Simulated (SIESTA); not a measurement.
**SnO2 under changes of volume**

One of the cells (13.664 Å³/atom); the others are scaled copies at fixed shape and fractional positions:

```
Sn O
1.0
    -2.00007    2.00007    5.12368
     2.00007   -2.00007    5.12368
     2.00007    2.00007   -5.12368
Sn O
2 4
Direct
  0.00000 0.00000 0.00000
  0.75000 0.25000 0.50000
  0.54652 0.04652 0.50000
  0.20348 0.20348 0.00000
  0.95348 0.45348 0.50000
  0.79652 0.79652 0.00000
```

Measurements of this composition are mostly on another form, of space group No. 136.

- Program: SIESTA 5.4.2
- Functional: LDA
- Potentials or basis: PseudoDojo 0.4 standard (LDA files)
- Basis: DZP (energy shift 0.003 Ry; two zetas on semicore shells)
- Grid cutoff: 800 Ry
- Energy shift: 0.003 Ry
- k mesh: 7 × 7 × 7
- Occupations: fermi-dirac, width 0.05 eV
- Spin: no spin polarisation

```tsv
volume (Å³/atom)	energy over the lowest point (meV/atom)	pressure (GPa)	gap on the mesh (eV)	largest force (eV/Å)
12.844	42.34	15.2	1.98	0.305
13.118	20.74	10.3	1.73	0.147
13.391	7.03	5.9	1.50	0.004
13.664	?	?	?	?
13.937	0.00	-1.5	1.07	0.251
14.211	5.23	-4.6	0.87	0.363
14.484	15.47	-7.4	0.69	0.465
```

Question: What does the run at 13.664 Å³/atom give?

Answer: Energy over the lowest point 0.37 meV/atom; pressure 2.0 GPa; gap on the mesh 1.28 eV; largest force 0.129 eV/Å.

Worked out: A Birch-Murnaghan fit of order 3 (a polynomial in V^(-2/3)) to the other rows has its minimum at 13.82 Å³/atom with B0 = V·E''(V) = 175 GPa and B' = 4.7 at fixed shape and positions, which overstates the stiffness. It gives 0.39 meV/atom at 13.664 Å³/atom, against the run's 0.37, and -dE/dV = 2.0 GPa, against 2.0. A parabola through the other rows of the gap, of slope -10.7 eV per unit of ln V there, gives 1.28 eV, against the run's 1.28.

Energies are extrapolated to zero smearing.

Caveats: spin-orbit coupling is left out, which moves the levels of the heavy elements; an odd mesh through Γ misses points on the zone boundary, where band edges often lie; the basis of atomic orbitals isn't converged, which shifts pressures, moduli and gaps.
